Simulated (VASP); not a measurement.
## Ru: relaxation of cell and atoms with PBE

Ru:

```xyz
2
Lattice="0.0000 2.6352 2.6352 2.6352 0.0000 2.6352 2.6352 2.6352 0.0000" Properties=species:S:1:pos:R:3 pbc="T T T"
Ru    0.6588    0.6588    0.6588
Ru    4.6115    4.6115    4.6115
```

The cell was built by a generator and needn't be a form met in nature.

| Property | Result |
| --- | --- |
| Program | VASP 6.6.1 |
| Task | relaxation of cell and atoms |
| Functional | PBE |
| Potentials or basis | VASP PAW PBE potentials, release 64 (Ru_pv) |
| Cutoff | 600 eV |
| k mesh | 10 × 10 × 10 |
| Occupations | fermi-dirac, width 0.05 eV |
| Spin | collinear spin, typed start |
| Starting moments | [1.0, 1.0] μB |
| Dipole correction | no |
| Further INCAR settings | ALGO = Normal; EDIFF = 1e-07; IBRION = 2; EDIFFG = -0.01; NSW = 80; ISIF = 3 |

```yaml
Relaxed_volume: 20.30 Å³/atom
Relaxed_cell: a = 3.858 Å, b = 3.858 Å, c = 3.858 Å, α = 60.00°, β = 60.00°, γ = 60.00°
Space_group_after_relaxing_to_0.05_Å: Fd-3m (No. 227)
Energy_gained_by_relaxing: 124.6 meV/atom
Ionic_steps: 17
Pressure_after_relaxing: 0.1 GPa
Band_gap_on_the_k_mesh: none (metal or under the smearing width)
Net_moment: 0.00 μB per cell
Valence_electrons_inside_the_program's_atomic_spheres: Ru 12.75
```

The path:
| step | energy change (eV) | largest force (eV/Å) | pressure (GPa) | volume (Å³) |
| --- | --- | --- | --- | --- |
| 1 | 0.0000 | 0.0000 | 21.93 | 36.60 |
| 2 | 0.6937 | 0.0000 | -21.87 | 51.53 |
| 3 | -0.2474 | 0.0000 | -1.44 | 40.99 |
| 4 | -0.2491 | 0.0000 | -0.22 | 40.68 |
| 5 | -0.2491 | 0.0000 | 0.12 | 40.59 |
| 6 | -0.2491 | 0.0000 | 0.12 | 40.59 |
| 7 | -0.2491 | 0.0000 | 0.11 | 40.59 |
| 8 | -0.2491 | 0.0000 | 0.11 | 40.59 |
| 9 | -0.2491 | 0.0000 | 0.11 | 40.59 |
| 10 | -0.2491 | 0.0000 | 0.11 | 40.59 |
| 11 | -0.2491 | 0.0000 | 0.11 | 40.59 |
| 12 | -0.2491 | 0.0000 | 0.11 | 40.59 |
| 13 | -0.2491 | 0.0000 | 0.11 | 40.59 |
| 14 | -0.2491 | 0.0000 | 0.11 | 40.59 |
| 15 | -0.2491 | 0.0000 | 0.11 | 40.60 |
| 16 | -0.2491 | 0.0000 | 0.10 | 40.60 |
| 17 | -0.2491 | 0.0000 | 0.08 | 40.60 |

Final structure:
```
Ru
1.0
     0.00000    2.72797    2.72797
     2.72797    0.00000    2.72797
     2.72797    2.72797    0.00000
Ru
2
Direct
  0.12500 0.12500 0.12500
  0.87500 0.87500 0.87500
```

Levels at points of the mesh, in eV from the Fermi level:
Spin up:
```
           k point  band 10  band 11  band 12  band 13  band 14  band 15  band 16  band 17  band 18  band 19
(0.00, 0.00, 0.00)    -3.19    -3.19    -3.19    -0.47    -0.47    -0.47     1.84     1.84    10.91    10.91
(0.50, 0.00, 0.00)    -3.43    -3.43    -3.18    -0.37     0.22     0.22     1.39     1.39     3.05    10.42
(0.50, 0.50, 0.00)    -3.40    -1.39    -1.39    -1.25    -1.25     1.68     1.68     3.36     3.36     5.20
```
Spin down:
```tsv
k point	band 10	band 11	band 12	band 13	band 14	band 15	band 16	band 17	band 18	band 19
(0.00, 0.00, 0.00)	-3.19	-3.19	-3.19	-0.47	-0.47	-0.47	1.84	1.84	10.91	10.91
(0.50, 0.00, 0.00)	-3.43	-3.43	-3.18	-0.37	0.22	0.22	1.39	1.39	3.05	10.42
(0.50, 0.50, 0.00)	-3.40	-1.39	-1.39	-1.25	-1.25	1.68	1.68	3.36	3.36	5.20
```

Run time: 5.2 min on 1 thread of AMD EPYC 9R45 (Zen 5), on a shared host, peak memory 0.19 GiB.
